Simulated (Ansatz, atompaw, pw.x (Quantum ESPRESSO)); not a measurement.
**lanthanum (La): does the PAW (atompaw) potential hold in the solid?**

- Element: lanthanum
- Generator: atompaw 4.2.0.5
- Type: PAW
- Functional: PBE
- Relativity: scalar-relativistic
- Frozen core: [Kr] 4d10
- Valence charge: 11
- Reference configuration: 4f0 5s2 5p6 5d2 6s1 6p0
- Partial waves: 5s (bound): rc 2.45 bohr; 6s (bound): rc 2.65 bohr; 5p (bound): rc 2.95 bohr; 6p (bound, empty): rc 2.95 bohr; 5d (bound): rc 2.85 bohr; 5d channel at 0.9 Ry: rc 2.95 bohr; 4f (bound, empty): rc 1.35 bohr; 4f channel at 0.1 Ry: rc 1.35 bohr
- Local potential: bessel scheme, radius 2.80 bohr
- Core correction: smooth core density matched at 1.50 bohr
- Augmentation charge: besselshape compensation charge, radius 2.65 bohr; PAW radius 2.95 bohr; waves and projectors: custom polynom2 7 10 vanderbiltortho

Atomic tests: cutoffs needed: 25 Ry and 50 Ry (the cutoffs (Ry, on a coarse ladder) from which the occupation-weighted sum of valence levels, in a spherical-Bessel basis at the reference potential, stays within 10 and 1 mRy of its value at 400 Ry) The cutoffs count occupied waves only; the empty 4f level needs 300 Ry at the loose tolerance.; ghost test: no extra level below or beside the all-electron valence levels (s, p, d, f tested) (spherical-Bessel basis up to 400 Ry, 20 bohr box); lowest eigenvalue of the overlap operator: 0.57 (s channel).

Crystal test: sc La in pw.x 7.5, no spin, 10³ k-points, Fermi–Dirac smearing 0.01 Ry, cutoffs 60/600 Ry. The reference is all-electron LAPW (Ansatz 0.2.0) with the same functional, mesh and smearing; V0 and B0 come from Birch–Murnaghan fits to the pressures at five volumes. Errors are pseudo minus all-electron; Δ is the rms difference of the E(V) curves that follow from these fits, minima aligned, over ±6 % about the mean V0. Mesh and smearing are coarse, so the numbers serve the comparison and aren't converged zero-temperature values; the lattice is a test structure that the element need not adopt.

All-electron: a0 = 3.331 Å (V0 = 36.94 Å³/atom), B0 = 22.3 GPa.

Question: How far does the potential miss the all-electron equation of state?

Answer: mean pressure error (GPa): +0.50; a0 (Å): 3.354; a0 error (%): +0.69; B0 error (%): +1.3; Δ (meV/atom): 3.9. This is a poor potential for the solid.

| V (Å³/atom) | P all-electron (GPa) | P pseudo (GPa) |
| --- | --- | --- |
| 35.159 | 1.20 | 1.83 |
| 36.084 | 0.55 | 1.13 |
| 37.009 | -0.04 | 0.43 |
| 37.934 | -0.56 | -0.14 |
| 38.859 | -1.03 | -0.62 |

Question: At the middle volume, how do free energy and pressure move when the wave cutoff is lowered (ecutrho held at 600 Ry)?

Answer:

| cutoff (Ry) | shift of F (meV/atom) | shift of P (GPa) |
| --- | --- | --- |
| 27 | +109.6 | -0.75 |
| 36 | +45.6 | +0.11 |
| 48 | +18.2 | +0.04 |

The run at the middle volume (56 k-points, 17 iterations) took about 72 s on one core of a shared host (Intel(R) Xeon(R) 6975P-C, 192 threads, 378 GiB, load 45).
